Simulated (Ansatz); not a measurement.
**CuAu in Ansatz: the effect of functional**

CuAu:

```
CELL_PARAMETERS angstrom
1.46205 0.84411 4.31218
-1.46205 0.84411 4.31218
0.00000 -1.68823 4.31218
ATOMIC_POSITIONS crystal
Au 0.00000 0.00000 0.00000
Cu 0.50000 0.50000 0.50000
```

The cell comes from a database or a generator and needn't be the stable form of this composition.

The cell isn't the ideal one: volume scaled by 1.04.

Alike in all runs:

- Program: Ansatz 0.2.0
- Task: single point
- Potentials or basis: Ansatz PAW
- k mesh: 11 × 11 × 11
- Occupations: fermi-dirac, width 0.05 eV
- Spin: no spin polarisation

```tsv
functional	cutoff	pressure (GPa)
LDA	420 eV (not typed: the program's choice for these potentials)	-16.6
PBEsol	420 eV (not typed: the program's choice for these potentials)	?
r2SCAN	500 eV (not typed: the program's choice for these potentials)	-9.1
```

Q: What does the run with functional PBEsol give?

A: Pressure -12.3 GPa.

Caveats: the PAW data sets come from PBE, with cores solved anew for the run's functional, which leaves a small shift of forces and pressure.
